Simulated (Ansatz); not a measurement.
K (diamond type), DFT, PBE, all-electron LAPW, scalar-relativistic (Ansatz 0.2.0), on 1 thread of Arm Neoverse V1 (shared host).

Command: `ansatz run input.yaml --threads 1 --pin off --max-ram 2048MiB --backend cpu --events-out ev --progress --plain --runs-dir out`

```yaml
crystal:
  lattice:
    - [0.0, 4.2258404361, 4.2258404361]
    - [4.2258404361, 0.0, 4.2258404361]
    - [4.2258404361, 4.2258404361, 0.0]
  atoms:
    - { symbol: K, position: [-0.125, -0.125, -0.125] }
    - { symbol: K, position: [0.125, 0.125, 0.125] }
kpoints:
  mp_grid: { grid: [8, 8, 8] }
scf:
  occupations: { method: fermi_dirac, width: 0.1 }
hamiltonian:
  xc: pbe
  pseudopotentials: { kind: all_electron, lapw: { basis_error: 0.001 } }
output:
  forces: true
  stress: true
  eigenvalues: true
  populations: true
```

Question: How large is the problem that the program sets up?

Answer: 29 irreducible k-points, 339 plane waves at Γ, 13 bands.

Question: About how long does it take?

Answer: 5.2 s of wall time for 7 SCF iterations. Times on shared machines scatter by tens of per cent.
